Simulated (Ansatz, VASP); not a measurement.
# Cross-check of P between VASP and Ansatz, part 2 of 2

One calculation is typed for both programs; each brings its own data sets. How far apart do they land? The cell is taken from a series of runs on this material, whose earlier steps may have relaxed, scaled, displaced or heated it; both programs get it as it stands.

VASP 6.6.1 and Ansatz 0.2.0.

So far. Step 2 (VASP: single point, HSE06): The run ends at a pressure of -0.26 GPa, with forces up to 0.64 eV/Å.

### Step 3. Ansatz: single point, HSE06

Level of this step: Ansatz beside VASP: Kohn-Sham DFT, plane waves, HSE06 (Ansatz).

Ansatz runs on its PAW soft_1 files.

The same cell, functional and mesh now go to Ansatz, which takes its cutoff from its data sets.

input.yaml reads:

```yaml
crystal:
  lattice:
    - [3.2473361746, 0.0, 0.0]
    - [-1.6236680873, 2.8122756218, 0.0]
    - [0.0, 0.0, 10.2922273314]
  atoms:
    - { symbol: P, position: [0.3333333333, 0.6666666667, 0.3105613496] }
    - { symbol: P, position: [0.6666666667, 0.3333333333, 0.1894386504] }
    - { symbol: P, position: [0.6666666667, 0.3333333333, 0.8105613496] }
    - { symbol: P, position: [0.3333333333, 0.6666666667, 0.6894386504] }
kpoints:
  mp_grid: { grid: [6, 6, 2] }
  band_path:
    path:
      - [0.0, 0.0, 0.0]
      - [0.5, 0.0, 0.0]
      - [0.33333333, 0.33333333, 0.0]
      - [0.0, 0.0, 0.5]
      - [0.5, 0.0, 0.5]
      - [0.33333333, 0.33333333, 0.5]
      - [0.133333332, 0.133333332, 0.0]
      - [0.35, 0.0, 0.0]
      - [0.3, 0.0, 0.0]
    npoints: 1
hamiltonian:
  xc: hse06
  pseudopotentials: { kind: paw, azcp: { folder: soft_1 } }
scf:
  occupations: { method: fixed }
  n_extra_bands: 5
output:
  eigenvalues: true
```

Command:

```bash
$ ansatz run input.yaml --threads 3 --pin off --max-ram 92160MiB --backend cuda --events-out ev --progress --plain --runs-dir out --devices 1 --max-vram 13GiB
```

Numbers of over 12 decimals in the logs are rounded to 6 here.

Log:

```text
scf.n_extra_bands = 5 over 10 filled bands (N_el = 20.0): the run solves 15 bands
GPUs: using 1 of 1 available (devices: 1).
Engine: ansatz 0.2.0, x86_64-unknown-linux-gnu
Pseudopotentials: kind: paw
Pseudopotential: P, paw, valence charge 5, recommended cutoff 420 eV (normal), soft_1/P.paw.azcp
Functional definition: HSE06
  parameter a = 0.25
  parameter omega = 0.11/bohr
  exchange = pbe_x - a*pbe_x_sr(omega) + a*exact_x_sr(omega)
  correlation = pbe_c
davidson cushion auto → on  (no smearing: the cushion is to keep the highest requested band from converging to the state above it; pin scf.eigensolver.cushion to override)
device memory: the entry about to start is reckoned to put 0.6 GiB on a device that reports 15.4 GiB free (of which the cap on the GPU budget leaves the run 13.0 GiB)
GPU FFT provider: cuFFT
GPU libraries: cuBLAS 13.8.2, cuFFT 12.4.0, cuSOLVER 12.3.4
Crystal: 4 atoms, lattice volume = 93.993 Å³
Basis set: ecut = 420 eV, 1883 PW (Γ)
Bands: 15, of which v1, the nominal top of the filled ones, is band 10 counted from 1 (9 counted from 0)
Symmetry: 24 space group operations
Space group: P63/mmc (ITA 194), of the structure as read, at distance tolerance 4.5e-5 Å
k-points: 14 of 72
Non-local potential: P, projectors of the file, l = 0: 2, l = 1: 2, l = 2: 1
PAW form: soft (Blöchl's): semilocal exchange-correlation on the pseudo side does not see the compensation charge
PAW frozen core: P, regenerated for the run's functional, and the local potential with it (the file was generated under x = pbe(κ = 0.804, μ = 0.219515), c = pbe(β = 0.066725))
PAW one-centre angular grid: P, 110 points (default); XC on 64 Gauss nodes
Initial density: superposition of atomic densities (chi_scale 0.1, normalization cell)
Initial wavefunctions: pseudopotential atomic-orbital guess
GPU buffer pool allocated for 41472 grid points (all kernels)
GPU transforms: local potential and band sums: pruned to the plane-wave sphere, on 24×24×72
Functional: x = pbe(κ = 0.804, μ = 0.219515), c = pbe(β = 0.066725), warm-up for x = pbe(κ = 0.804, μ = 0.219515) + 0.25 (exact − pbe) at short range (hse, ω = 0.207870 Å⁻¹), c = pbe(β = 0.066725); HSE06 as pw.x's `hse` composes it (authors' and Libxc's form: `xc: wpbeh`)
SCF iter   1: F=—  HF=-3022.667189 eV  |F-HF|=—  |Δ(HF+E_count)|=         —  Δρ=3.63e-2  dr2=9.24e-1  ethr=1.00e-1  ⟨swp⟩=4.5  Hψ=781  notcnv=0
preconditioner: auto → none  [insulator: Δε(μ)=1.021 eV  Ē_g=9.276 eV  n_scr=6 (ndim 8)  ℏωp=17.1 eV  f_vac=0.000]
SCF iter   2: F=—  HF=-3022.533725 eV  |F-HF|=—  |Δ(HF+E_count)|=   1.33e-1  Δρ=1.55e-2  dr2=1.43e-1  ethr=4.62e-3  ⟨swp⟩=3.5  Hψ=548  notcnv=0  defer=2
iter 3 solved again at ethr=1.58e-5 eV; its pass at ethr=7.17e-4 eV (dr2=3.16e-3 eV) is discarded
SCF iter   3: F=—  HF=-3022.509851 eV  |F-HF|=—  |Δ(HF+E_count)|=   2.39e-2  Δρ=2.05e-3  dr2=3.13e-3  ethr=1.58e-5  ⟨swp⟩=4.4  Hψ=1206  notcnv=0
SCF iter   4: F=—  HF=-3022.509148 eV  |F-HF|=—  |Δ(HF+E_count)|=   7.02e-4  Δρ=5.01e-4  dr2=1.33e-4  ethr=1.57e-5  ⟨swp⟩=3.0  Hψ=570  notcnv=0
SCF iter   5: F=-3022.509160 eV  HF=-3022.509161 eV  |F-HF|=9.81e-7  |Δ(HF+E_count)|=   1.22e-5  Δρ=5.58e-5  dr2=2.32e-6  ethr=6.63e-7  ⟨swp⟩=3.3  Hψ=621  notcnv=0
SCF 1 stopped early in 5 iterations: F = -3022.509160 eV  dr2 = 2.32e-6
  greatest PAW one-centre occupation: 0.815 electrons in one spin orbital (limit 2), on the P atom at site 3 (counted from 0), in its partial waves of l = 0
device memory: the entry about to start is reckoned to put 1.3 GiB on a device that reports 15.3 GiB free (of which the cap on the GPU budget leaves the run 13.0 GiB)
GPU FFT provider: cuFFT
GPU libraries: cuBLAS 13.8.2, cuFFT 12.4.0, cuSOLVER 12.3.4
Initial density: handed on by an earlier stage of this run
Initial wavefunctions: those handed on with the density
GPU buffer pool allocated for 41472 grid points (all kernels)
GPU transforms: local potential and band sums: pruned to the plane-wave sphere, on 24×24×72
Functional: x = pbe(κ = 0.804, μ = 0.219515) + 0.25 (exact − pbe) at short range (hse, ω = 0.207870 Å⁻¹), c = pbe(β = 0.066725); HSE06 as pw.x's `hse` composes it (authors' and Libxc's form: `xc: wpbeh`)
Exchange kernel: α = 0.2500, screened, ω = 0.2079 Å⁻¹, Wigner–Seitz truncation, v(0) = 1044.5520 eV·Å³, q-mesh 6×6×2, nearest image of the exchange supercell L = 19.48 Å, pair-density grid 15×15×40, without the augmentation charges, whose exchange is taken in its separable form by FFT convolution over the k-point mesh (sized by the pseudopotential files, 20×20×72 at the most), smooth part of the exact exchange by density-matrix convolution in up to 1.57 GiB of GPU memory as planned if the GPU has room (build and FFT work areas not counted)
Frozen-core exchange: fock
SCF iter   1: F=—  HF=-3024.291225 eV  |F-HF|=—  |Δ(HF+E_count)|=         —  Δρ=3.57e-3  dr2=1.11e-2  ethr=1.16e-7  ⟨swp⟩=9.6  Hψ=1561  notcnv=0
preconditioner: auto → none  [insulator: Δε(μ)=1.653 eV  Ē_g=10.631 eV  n_scr=6 (ndim 8)  ℏωp=17.1 eV  f_vac=0.034]
SCF iter   2: F=—  HF=-3024.286369 eV  |F-HF|=—  |Δ(HF+E_count)|=   4.86e-3  Δρ=7.69e-4  dr2=1.19e-3  ethr=1.16e-7  ⟨swp⟩=6.5  Hψ=1113  notcnv=0
SCF iter   3: F=—  HF=-3024.294146 eV  |F-HF|=—  |Δ(HF+E_count)|=   7.78e-3  Δρ=6.94e-4  dr2=3.23e-4  ethr=1.16e-7  ⟨swp⟩=6.0  Hψ=1062  notcnv=0
SCF iter   4: F=—  HF=-3024.294020 eV  |F-HF|=—  |Δ(HF+E_count)|=   1.25e-4  Δρ=7.08e-5  dr2=2.93e-5  ethr=1.16e-7  ⟨swp⟩=3.4  Hψ=695  notcnv=0  defer=1
SCF iter   5: F=—  HF=-3024.294242 eV  |F-HF|=—  |Δ(HF+E_count)|=   2.22e-4  Δρ=1.22e-4  dr2=1.14e-5  ethr=1.51e-8  ⟨swp⟩=4.9  Hψ=906  notcnv=0  defer=2
SCF iter   6: F=-3024.294238 eV  HF=-3024.294238 eV  |F-HF|=3.71e-8  |Δ(HF+E_count)|=   4.18e-6  Δρ=1.05e-5  dr2=6.84e-7  ethr=1.51e-8  ⟨swp⟩=3.0  Hψ=670  notcnv=0
SCF 2 stopped early in 6 iterations: F = -3024.294238 eV  dr2 = 6.84e-7
  greatest PAW one-centre occupation: 0.810 electrons in one spin orbital (limit 2), on the P atom at site 3 (counted from 0), in its partial waves of l = 0
hybrid outer 1: dexx = +9.365e-3 eV, tail = 4.84e-6 eV
GPU FFT provider: cuFFT
GPU libraries: cuBLAS 13.8.2, cuFFT 12.4.0, cuSOLVER 12.3.4
GPU buffer pool allocated for 41472 grid points (all kernels)
GPU transforms: local potential and band sums: pruned to the plane-wave sphere, on 24×24×72
Exchange kernel: α = 0.2500, screened, ω = 0.2079 Å⁻¹, Wigner–Seitz truncation, v(0) = 1044.5520 eV·Å³, q-mesh 6×6×2, nearest image of the exchange supercell L = 19.48 Å, pair-density grid 15×15×40, without the augmentation charges, whose exchange is taken in its separable form by FFT convolution over the k-point mesh (sized by the pseudopotential files, 20×20×72 at the most), smooth part of the exact exchange by density-matrix convolution in up to 1.57 GiB of GPU memory as planned if the GPU has room (build and FFT work areas not counted)
Frozen-core exchange: fock
SCF iter   1: F=—  HF=-3024.294160 eV  |F-HF|=—  |Δ(HF+E_count)|=         —  Δρ=1.72e-5  dr2=2.98e-7  ethr=1.21e-7  ⟨swp⟩=2.9  Hψ=490  notcnv=0
preconditioner: auto → none  [insulator: Δε(μ)=1.685 eV  Ē_g=10.652 eV  n_scr=6 (ndim 8)  ℏωp=17.1 eV  f_vac=0.035]
iter 2 solved again at ethr=2.25e-11 eV; its pass at ethr=1.12e-9 eV (dr2=4.51e-9 eV) is discarded
SCF iter   2: F=-3024.294160 eV  HF=-3024.294160 eV  |F-HF|=5.71e-10  |Δ(HF+E_count)|=   5.83e-8  Δρ=3.99e-6  dr2=2.66e-8  ethr=2.25e-11  ⟨swp⟩=3.1  Hψ=1271  notcnv=0
SCF 3 converged in 2 iterations: F = -3024.294160 eV  dr2 = 2.66e-8
hybrid outer 2: dexx = +1.389e-7 eV, tail = 5.47e-8 eV, Δε = 4.05e-4 eV (about 5.52e-5 eV left of the loop's levels)
the search or the solves at the SCF's close seem to have found levels that the self-consistency loop had missed (the run counts 1). By its estimate they hold under 1e-12 electrons; where the run keeps them, the occupations were computed again with them
device memory: the entry about to start is reckoned to put 0.4 GiB on a device that reports 19.8 GiB free (of which the cap on the GPU budget leaves the run 13.0 GiB)
NSCF: frozen V_eff on 9 k-points, pencils in batches of 32, up to order 68
hybrid SCF converged: 2 outer / 8 inner (+5 warm-up), last move |dexx| = 1.39e-7 eV, tail = 5.47e-8 eV
Stability not checked: this state was not tested for a lower state beside it, because the functional holds exact exchange (a hybrid, or Hartree-Fock), whose exchange loop this test does not read (fock_operator; see scf.lower_state_search)
Free energy (F): -3024.294160 eV
Frozen-core exchange: fock
Harris-Foulkes:  -3024.294160 eV  (|F-HF|=5.71e-10)
Internal energy: -3024.294160 eV  (E = F + TS)
E sigma→0 (E₀):  -3024.294160 eV
Fermi energy:    4.166461 eV
--- Per-component energies (eV) ---
  E_band       = -46.848384
  E_kinetic    = 272.432788
  E_local      = -468.994548  (includes V_loc(G=0)·N_el)
  E_nonlocal   = 128.219443
  E_hartree    = 156.657896
  E_xc         = -234.827248
  E_vxc        = -196.669717  (∫ρ·V_xc dr)
  E_exx        = -31.965389  (= α·E_x^exact, valence–valence)
  E_paw        = -2256.978191  (= ΣΔE_a)
  E_vpaw       = -31.221774  (= ΣTr[D̂ρ^β])
  E_aug_tail   = -0.000001  (compensation charges beyond the density's cutoff)
  E_ewald      = -588.536301
  E_core_change = -0.302608  (= ΣΔE_core)
  E_smearing   = -0.000000  (= −TS)
  E_closure    = -0.000000  (closes the sum)
  Σ components = -3024.294160   (vs F -3024.294160, Δ=-4.55e-13)
--- Band table (eV; the first three rows and the last of 14) ---
  k-point 0: bands = [... 6 lower, 3.4347, 3.4568, 3.4568, 4.0226, 8.4056, 8.4056, 8.4715, 8.4715, ... 1 higher]
  k-point 1: bands = [... 6 lower, 3.4457, 3.4457, 3.4457, 3.4457, 8.4384, 8.4384, 8.4384, 8.4384, ... 1 higher]
  k-point 2: bands = [... 6 lower, 2.2290, 2.5534, 2.5782, 4.1665, 7.2413, 7.4472, 9.4540, 9.5745, ... 1 higher]
  k-point 13: bands = [... 6 lower, 1.2138, 1.2138, 1.7042, 1.7042, 6.2552, 6.2552, 9.8845, 9.8845, ... 1 higher]
```

### Step 4. Side by side

Known differences besides the potentials themselves: exact exchange at q = 0 is treated differently, which shows on coarse meshes; VASP keeps PBE cores, Ansatz makes them for the functional; fixed occupations in Ansatz, narrow Gaussian smearing in VASP; the cutoff is 420 eV in Ansatz and 400 eV in VASP; VASP takes a coarser grid for exact exchange (PRECFOCK = Fast). Total energies have different zeros and are not compared.

Both answers:

```
              quantity  Ansatz   VASP  difference
gap on the k mesh (eV)   1.685  1.724      -0.039
```

A gap on the mesh is an upper bound, since the band edges may lie between its points.

### Step 5. Outcome

```json
{
 "difference in gap on the k mesh (single point, HSE06)": "-0.039 eV"
}
```

What this shows: The difference in gap on the k mesh is -0.039 eV (single point, HSE06), within the 0.08 eV picked in this series as the mark of a large difference. Such differences can come from data sets, numerical settings and the points named under the comparisons, not from the functional's error against experiment.

[Lines on the potential files, build, host, timing and source positions are cut from VASP's logs without a mark.]

[Logs are printed without paths, hosts, clocks, repeated set-up lines and the standing remarks that a program may print on its own settings, such as how far it seeks lower states.]

[Hosts, paths, dates, database ids (printed as entryN), source tags and the programs' standing remarks are cut or masked in the printed files.]
